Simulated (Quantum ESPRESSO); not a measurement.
Rh in Quantum ESPRESSO: the effect of functional

Crystal: Rh.

```
Rh
1.0
     0.00000    1.89785    1.89785
     1.89785    0.00000    1.89785
     1.89785    1.89785    0.00000
Rh
1
Direct
  0.00000 0.00000 0.00000
```

Alike in all runs:

* Program: Quantum ESPRESSO 7.5
* Task: band structure
* Potentials or basis: SG15 PBE 1.2
* Cutoff: 952 eV
* Density cutoff: 3810 eV
* k mesh: 9 × 9 × 9
* Occupations: fermi-dirac, width 0.05 eV
* Spin: no spin polarisation

```csv
functional,pressure (GPa)
r2SCAN,-1.0
SCAN,?
M06L,4.7
rSCAN,-1.7
```

Task: What does the run with functional SCAN give?

Result: Pressure -3.8 GPa.

Caveats: the potentials were made for another functional, which shifts forces and pressure.
